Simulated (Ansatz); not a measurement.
# Zone-centre phonons of AlN at 30 GPa: input and output

Computed with DFT PBEsol, scalar-relativistic, plane waves, PAW in Ansatz 0.2.0.

Launched with:
```bash
ansatz run input.yaml --threads 1 --pin off --max-ram 3072MiB --backend cpu --events-out ev --progress --plain --runs-dir out
```

Input (bare energies are in eV):
```yaml
crystal:
  lattice:
    - [0.0, 2.1036631343, 2.1036631343]
    - [2.1036631343, 0.0, 2.1036631343]
    - [2.1036631343, 2.1036631343, 0.0]
  atoms:
    - { symbol: Al, position: [0.0, 0.0, 0.0] }
    - { symbol: "N", position: [0.75, 0.75, 0.75] }
basis:
  ecutwfc: 420
kpoints:
  mp_grid: { grid: [10, 10, 10] }
hamiltonian:
  xc: pbesol
scf:
  occupations: { method: fixed }
output:
  eigenvalues: true
phonons:
  method: dfpt
  dielectric: true
  rigid_motions: translations
  eigenvectors: true
```

The end of the output:
```
--- Phonons (Γ-DFPT): 2 representative perturbations + reference, on 171 of 1000 k-points (Σ response iterations 6) ---
  k mesh reduced under 4 symmetry operations, with k and −k counted as one. Each operation leaves every solved perturbation unchanged. A smaller set is not considered because the run solves the response ...
  ASR residual: 5.355e-4 → 0.000e0 eV/Å²; symmetrization residual: 9.459e-7 eV/Å²
  ASR residual per site (eV/Å²): 1.87e-4 5.35e-4
  Γ frequencies (cm⁻¹): 0.00 0.00 0.00 765.42 765.42 765.42
  ε∞ (high-frequency dielectric tensor):
        4.465018    -0.000000    -0.000000
       -0.000000     4.465018     0.000000
       -0.000000     0.000000     4.465018
  ε⁰ (static dielectric tensor: ions relaxed, cell fixed):
        7.603802     0.000000     0.000000
        0.000000     7.603802     0.000000
        0.000000     0.000000     7.603802
  ε⁰ − ε∞ (ionic part):
        3.138784     0.000000     0.000000
        0.000000     3.138784     0.000000
        0.000000     0.000000     3.138784
  softest optical mode at Γ: 765.42 cm⁻¹; the repairs (sum rule, projections) moved no ω² at Γ by more than (3.24 cm⁻¹)²
  Born effective charges Z* (e; rows j = field, columns β = displacement):
    site 0:
         2.53294   -0.00000   -0.00000
         0.00000    2.53294    0.00000
         0.00000    0.00000    2.53294
    site 1:
        -2.53294    0.00000    0.00000
        -0.00000   -2.53294   -0.00000
        -0.00000   -0.00000   -2.53294
  Z* charge neutrality: 5.007e-4 e pre-enforcement
  solved inside a basis spanned on kpoints, on 10×10×10 k-points, its susceptibility summed on 14×14×14: ε∞ is read to err by 1.1e-2, Z* by 8.4e-3 e (field_mesh: kpoints solves on kpoints); Z* is corrected for ...
  optical modes at Γ without the LO–TO term, one row a degenerate level:
      ω (cm⁻¹) modes IR ((D/Å)²/amu)
        765.42      3            48.1598
  optical modes at Γ + LO–TO along q̂ = [1.0000, 0.0000, 0.0000]:
      ω (cm⁻¹) modes IR ((D/Å)²/amu)
        765.42      2            32.1065
        998.86      1            16.0533
  optical modes at Γ + LO–TO along q̂ = [0.0000, 1.0000, 0.0000]:
      ω (cm⁻¹) modes IR ((D/Å)²/amu)
        765.42      2            32.1065
        998.86      1            16.0533
  optical modes at Γ + LO–TO along q̂ = [0.0000, 0.0000, 1.0000]:
      ω (cm⁻¹) modes IR ((D/Å)²/amu)
        765.42      2            32.1065
        998.86      1            16.0533
```

The run took 40 s on 1 thread of Arm Neoverse N1, with other jobs on the host, peak memory 0.41 GiB.

Other phases may be more stable at this pressure.

This zinc-blende form isn't the usual stable structure of the compound at low pressure.